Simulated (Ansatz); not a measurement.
The system is Os.

```
Os
1.0
     2.73410    0.00000    0.00000
    -1.36705    2.36780    0.00000
     0.00000    0.00000    4.31970
Os
2
Direct
  0.66667 0.33333 0.75000
  0.33333 0.66667 0.25000
```

| Property | Result |
| --- | --- |
| Program | Ansatz 0.2.0 |
| Task | single point |
| Functional | PBEsol |
| Potentials or basis | Ansatz PAW |
| Cutoff | 420 eV (not typed: the program's choice for these potentials) |
| k mesh | 11 × 11 × 6 |
| Occupations | fermi-dirac, width 0.05 eV |
| Spin | no spin polarisation |

On this cell: pressure -2.7 GPa; largest force under 0.003 eV/Å; band gap on the k mesh none (metal or under the smearing width).

The same run follows on a disturbed copy (atoms moved at random, drawn with an rms of 0.05 Å):

```xyz
2
Lattice="2.7341 0.0000 0.0000 -1.3671 2.3678 0.0000 0.0000 0.0000 4.3197" Properties=species:S:1:pos:R:3 pbc="T T T"
Os    1.3643    0.7571    3.2794
Os   -0.0107    1.5745    1.0628
```

Q: What does the disturbed cell give?

A: The energy (extrapolated to zero smearing) moves by +15.6 meV/atom; pressure -1.8 GPa; largest force 0.995 eV/Å; band gap on the k mesh none (metal or under the smearing width).

Forces on the atoms (eV/Å):
```
Os  -0.067  0.232 -0.965
Os   0.067 -0.232  0.965
```

Stress tensor (GPa, compression positive):
```
-2.98  0.18  0.08
 0.18 -1.69 -0.27
 0.08 -0.27 -0.82
```

Caveats: the PAW data sets come from PBE, with cores solved anew for the run's functional, which leaves a small shift of forces and pressure.
